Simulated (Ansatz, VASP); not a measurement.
## One calculation of Pb, two programs

```
Pb
1.0
     0.00000    3.43900    3.50778
     3.43900    0.00000    3.50778
     3.43900    3.43900    0.00000
Pb
2
Direct
  0.00000 0.00000 0.00000
  0.25000 0.25000 0.25000
```

Change from the starting cell: zz strain of +2 %, crystal datasets.

Alike in both runs: task electric field gradients; functional PBE; k mesh 8 × 8 × 8; occupations fermi-dirac, width 0.05 eV; no spin polarisation.

|  | VASP | Ansatz |
| --- | --- | --- |
| version | VASP 6.6.1 | Ansatz 0.2.0 |
| potentials or method | VASP PAW PBE potentials, release 64 (Pb_d), cutoff 520 eV | all-electron PAW with datasets made for the crystal, scalar-relativistic |

VASP gave:

```
pressure (GPa)                                                 : 1.6
largest component of the traceless stress (GPa)                : 0.11
Vzz of the field gradient on the site that differs most (V/Å²) : -18.0
```

**Question.** Estimate Ansatz's values.

**Answer.** Pressure (GPa): 1.7; largest component of the traceless stress (GPa): 0.11; Vzz of the field gradient on the site that differs most (V/Å²): -18.9.

Ansatz ran all-electron here, so the differences hold the error of VASP's frozen core and of both bases. Ansatz warned: «gradients_without_spin_orbit».

Spin-orbit coupling is left out, which matters for the levels of Pb.
